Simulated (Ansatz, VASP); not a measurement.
# One calculation of AlGa3As4, two programs

File INCAR:

```
  ALGO = Normal
  EDIFF = 1E-6
  ENCUT = 520
  GGA = PE
  ISIF = 2
  ISMEAR = 0
  LASPH = True
  LCHARG = False
  LREAL = False
  LWAVE = False
  NBANDS = 41
  NELM = 100
  PREC = Accurate
  SIGMA = 0.1
```

The input KPOINTS:

```
k-points
0
Gamma
  4 4 2
```

POSCAR

```
AlGa3As4
1.0
    4.0609788000      0.0000000000      0.0000000000
    0.0000000000      4.0609788000      0.0000000000
    0.0000000000      0.0000000000     11.4756666000
Al Ga As
1 3 4
Direct
    0.0000000000      0.0000000000      0.0000000000
    0.5000000000      0.5000000000      0.2497490000
    0.0000000000      0.0000000000      0.5000000000
    0.5000000000      0.5000000000      0.7502510000
    0.5000000000      0.0000000000      0.1241000000
    0.0000000000      0.5000000000      0.3748950000
    0.5000000000      0.0000000000      0.6251050000
    0.0000000000      0.5000000000      0.8759000000
```

Input for Ansatz:

```yaml
crystal:
  lattice:
    - [4.0609788, 0.0, 0.0]
    - [0.0, 4.0609788, 0.0]
    - [0.0, 0.0, 11.4756666]
  atoms:
    - { symbol: Al, position: [0.0, 0.0, 0.0] }
    - { symbol: Ga, position: [0.5, 0.5, 0.249749] }
    - { symbol: Ga, position: [0.0, 0.0, 0.5] }
    - { symbol: Ga, position: [0.5, 0.5, 0.750251] }
    - { symbol: As, position: [0.5, 0.0, 0.1241] }
    - { symbol: As, position: [0.0, 0.5, 0.374895] }
    - { symbol: As, position: [0.5, 0.0, 0.625105] }
    - { symbol: As, position: [0.0, 0.5, 0.8759] }
basis:
  ecutwfc: 420
kpoints:
  mp_grid: { grid: [4, 4, 2] }
hamiltonian:
  xc: pbe
scf:
  occupations: { method: gaussian, width: 0.1 }
  lower_state_search: "off"
output:
  forces: true
  stress: true
  eigenvalues: true
```

Alike in both runs: task single point; functional PBE; k mesh 4 × 4 × 2; occupations gaussian, width 0.1 eV; no spin polarisation.

|  | VASP | Ansatz |
| --- | --- | --- |
| version | VASP 6.6.1 | Ansatz 0.2.0 |
| potentials or method | VASP PAW PBE potentials, release 64 (Al, Ga_d, As) | scalar-relativistic, plane waves, PAW |
| plane-wave cutoff (eV) | 520 | 420 |
| valence electrons in the cell | 62 | 102 |

```csv
,VASP,Ansatz,Ansatz less VASP
gap on the k mesh at the Fermi level (eV),0.52,0.52,-0.003
least direct gap on the mesh (eV),0.52,0.52,-0.003
pressure (GPa),0.2,0.0,-0.16
largest component of the traceless stress (GPa),0.63,0.63,-0.003
rms of the force components (eV/Å),0.006,0.005,-0.0011
```

Atom by atom the forces differ by 0.001 eV/Å (rms over components). With one functional, cell and mesh, what is left measures potentials, basis and numerics. The two sets of potentials don't hold the same shells in valence.

A k mesh can miss the band edges. PBE gaps usually lie below the measured ones, often by a third to a half.
